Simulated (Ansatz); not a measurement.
A run of Ansatz 0.2.0:

The input input.yaml:

```yaml
crystal:
  lattice:
    - [0.0, 3.2145, 3.2145]
    - [3.2145, 0.0, 3.2145]
    - [3.2145, 3.2145, 0.0]
  atoms:
    - { symbol: Hg, position: [0.0, 0.0, 0.0] }
    - { symbol: Te, position: [0.75, 0.75, 0.75] }
hamiltonian:
  xc: revpbe
  pseudopotentials: { kind: paw }
kpoints:
  mp_grid: { grid: [7, 7, 7] }
  band_path:
    path:
      - [[0.0, 0.0, 0.0], [0.5, 0.0, 0.5], [0.5, 0.25, 0.75], [0.375, 0.375, 0.75], [0.0, 0.0, 0.0], [0.5, 0.5, 0.5], [0.625, 0.25, 0.625], [0.5, 0.25, 0.75], [0.5, 0.5, 0.5], [0.375, 0.375, 0.75]]
      - [[0.625, 0.25, 0.625], [0.5, 0.0, 0.5]]
    npoints: 14
scf:
  occupations: { method: fermi_dirac, width: 0.05 }
  n_extra_bands: 6
output:
  forces: true
  stress: true
  eigenvalues: true
  fatbands: true
```

Potentials or basis: Ansatz PAW.

Run with:

```sh
$ ansatz run input.yaml --threads 2 --pin off --max-ram 5120MiB --backend cpu --events-out ev --progress --plain --runs-dir out
```

Hardware: 2 threads of Arm Neoverse V1, on a shared host.

Problem. Estimate the wall time of this run.

Solution. Run time: 11 s on 2 threads of Arm Neoverse V1 (shared host), peak memory 0.38 GiB. Counts: scf iterations 6, plane waves 1291, k points 20, bands 24.
